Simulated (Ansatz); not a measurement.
**PbS: response to strain**

Aim: deform PbS (equal xy, yz and zx engineering shear strains of -2 %) and compute stress, forces and field gradients with LAPW, PAW and all-electron datasets made for the crystal.

Method: DFT LDA, scalar-relativistic, in Ansatz 0.2.0.

## Step 1: The system as given

Symmetry: Fm-3m, No. 225, cubic system. The conventional cell has a = 5.930 Å, b = 5.930 Å, c = 5.930 Å, α = 90.00°, β = 90.00°, γ = 90.00°. Pb (site symmetry m-3m) is surrounded by 6 S at 2.96 to 2.97 Å. S (site symmetry m-3m) has 6 Pb at 2.96 to 2.97 Å as nearest neighbours.

Structure file:

```
CELL_PARAMETERS angstrom
0.00000 2.96500 2.96500
2.96500 0.00000 2.96500
2.96500 2.96500 0.00000
ATOMIC_POSITIONS crystal
Pb 0.00000 0.00000 0.00000
S 0.50000 0.50000 0.50000
```

Atoms are numbered in the order of the input: Pb1, S2.

## Step 2: The deformed structure

Space group Fm-3m before, R-3m after.

## Step 3: All-electron LAPW

Contents of input.yaml:

```yaml
crystal:
  lattice:
    - [-0.0593, 2.93535, 2.93535]
    - [2.93535, -0.0593, 2.93535]
    - [2.93535, 2.93535, -0.0593]
  atoms:
    - { symbol: Pb, position: [0.0, 0.0, 0.0] }
    - { symbol: S, position: [0.5, 0.5, 0.5] }
kpoints:
  mp_grid: { grid: [8, 8, 8] }
  band_path:
    path:
      - [0.0, 0.0, 0.0]
      - [0.5, 0.5, 0.5]
      - [0.2551801333, 0.5, 0.7448198667]
      - [-0.2551801333, 0.2551801333, 0.5]
      - [0.0, 0.0, 0.5]
      - [0.0, 0.0, 0.0]
      - [-0.3775900666, 0.0, 0.3775900666]
      - [0.0, 0.3775900666, 0.6224099334]
      - [0.0, 0.5, 0.5]
    npoints: 5
scf:
  occupations: { method: fermi_dirac, width: 0.01 }
hamiltonian:
  xc: lda
  pseudopotentials: { kind: all_electron, lapw: { basis_error: 0.0005 } }
output:
  forces: true
  stress: true
  eigenvalues: true
```

Run with:

```sh
$ ansatz run input.yaml --threads 1 --pin off --max-ram 3072MiB --backend cpu --events-out ev --progress --plain --runs-dir out
```

## Step 4: Frozen-core PAW

Contents of input.yaml:

```yaml
crystal:
  lattice:
    - [-0.0593, 2.93535, 2.93535]
    - [2.93535, -0.0593, 2.93535]
    - [2.93535, 2.93535, -0.0593]
  atoms:
    - { symbol: Pb, position: [0.0, 0.0, 0.0] }
    - { symbol: S, position: [0.5, 0.5, 0.5] }
kpoints:
  mp_grid: { grid: [8, 8, 8] }
scf:
  occupations: { method: fermi_dirac, width: 0.01 }
hamiltonian:
  xc: lda
  pseudopotentials: { kind: paw }
output:
  forces: true
  stress: true
  eigenvalues: true
  efg: { contact_densities: true }
  write_density: true
  write_potential: true
  elf: true
  volumetric_format: npy
```

## Step 5: All-electron PAW on datasets made for the crystal

input.yaml, as its differences from that of step 4:

```diff
@@ -14,3 +14,3 @@
   xc: lda
-  pseudopotentials: { kind: paw }
+  pseudopotentials: { kind: all_electron, datasets: crystal }
 output:
@@ -20,5 +20 @@
   efg: { contact_densities: true }
-  write_density: true
-  write_potential: true
-  elf: true
-  volumetric_format: npy
```

(Steps that only read results are left out.)

Q: Predict the outcome of this session. Wanted: pressure; largest shear or deviatoric stress.

**Answer**, as computed:

```
                                 quantity                                              value
                                 pressure  LAPW -2.55, PAW -2.56, crystal datasets -2.55 GPa
largest shear or deviatoric stress (LAPW)                                           0.40 GPa
```

**Reading.** The largest part of the stress beyond the pressure is 0.40 GPa in size; the atoms are carried along and not relaxed. No run of the undeformed cell stands beside it, so the pressure holds what the given cell had before the change. PAW: stress within 0.01 GPa of LAPW. Crystal datasets: stress within 0.01 GPa of LAPW. Spin-orbit coupling is left out, though the cell holds Pb; in elements this heavy it can shift bands and gaps by tenths of an eV.
